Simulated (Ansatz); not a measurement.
# Straining Ge

Theory: Ansatz 0.2.0, DFT PBEsol, scalar-relativistic, plane waves, PAW. Run with 420 eV cutoff, 18×18×8 k-mesh, Gaussian smearing of 0.10 eV, no spin polarisation.

Starting point, cell and atoms relaxed:

```yaml
crystal:
  lattice:
    - [3.99697, 0.00000, 0.00000]
    - [-1.99848, 3.46148, 0.00000]
    - [0.00000, 0.00000, 6.59637]
  atoms:
    - { symbol: Ge, position: [0.66667, 0.33333, 0.06291] }
    - { symbol: Ge, position: [0.33333, 0.66667, 0.56291] }
    - { symbol: Ge, position: [0.66667, 0.33333, 0.43709] }
    - { symbol: Ge, position: [0.33333, 0.66667, 0.93709] }
```

Deformation: c alone is stretched, the rest of the cell is held and the atoms relax, all within the symmetry that the strain leaves. Energies are extrapolated to zero smearing.

```tsv
strain (%)	ΔE (meV/atom)	a (Å)	b (Å)	c (Å)
-4.5	25.0	3.997	3.997	6.300
-3.0	10.9	3.997	3.997	6.398
-1.5	2.6	3.997	3.997	6.497
+0.0	0.0	3.997	3.997	6.596
+1.5	2.5	3.997	3.997	6.695
+3.0	9.7	3.997	3.997	6.794
+4.5	21.1	3.997	3.997	6.893
```

(1) What stiffness (1/V) d²E/dε² at zero strain does a cubic fit over all points give?

Results:

(1) A cubic fit gives (1/V) d²E/dε² = 160 GPa at zero strain (the elastic constant along c at held a and b).

This form isn't the element's structure at ambient conditions.